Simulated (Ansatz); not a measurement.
```xyz
2
Lattice="0.0000 2.8506 2.8506 2.8506 0.0000 2.8506 2.8506 2.8506 0.0000" Properties=species:S:1:pos:R:3 pbc="T T T"
Cd    0.0000    0.0000    0.0000
S     1.4253    1.4253    1.4253
```

PBE in Ansatz, hard PAW set made for 700 eV, wave cutoff 700 eV, 4×4×4 mesh, fixed fractional positions. The pressure is 8.4 GPa and the gap on the mesh 1.28 eV.

Task: The cell is scaled evenly to 1.128 times its volume. What pressure and gap follow, and what mean bulk modulus do the two pressures imply?

Result: 0.0 GPa, gap 1.02 eV; B = −ΔP/Δln V ≈ 70 GPa over this range.

The cell is a model at fixed atoms and needn't be the relaxed known crystal. Spin-orbit coupling is left out. The mesh is coarse, so these values aren't converged.
